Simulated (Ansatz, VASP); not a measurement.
## BAs in VASP and in Ansatz

```
B As
1.0
     0.00000    2.38850    2.38850
     2.38850    0.00000    2.38850
     2.38850    2.38850    0.00000
B As
1 1
Direct
  0.00000 0.00000 0.00000
  0.25000 0.25000 0.25000
```

Alike in both runs: task single point; functional r2SCAN; k mesh 6 × 6 × 6; no spin polarisation.

|  | VASP | Ansatz |
| --- | --- | --- |
| version | VASP 6.6.1 | Ansatz 0.2.0 |
| potentials or method | VASP PAW PBE potentials, release 64 (B, As) | plane waves, PAW |
| plane-wave cutoff (eV) | 520 | 500 |
| occupations | gaussian, width 0.01 eV | fixed |
| valence electrons in the cell | 8 | 18 |

VASP gave:

- pressure (GPa): 0.9

Q: What did Ansatz give for the same quantities?

A: Pressure (GPa): 0.7.

The two sets of potentials don't hold the same shells in valence.

Caveats: the PAW data sets were made with another functional, which shifts forces and pressure a little (VASP). r2SCAN opens gaps a little over a GGA but as a rule still falls short of measured ones. A k mesh can miss the band edges.
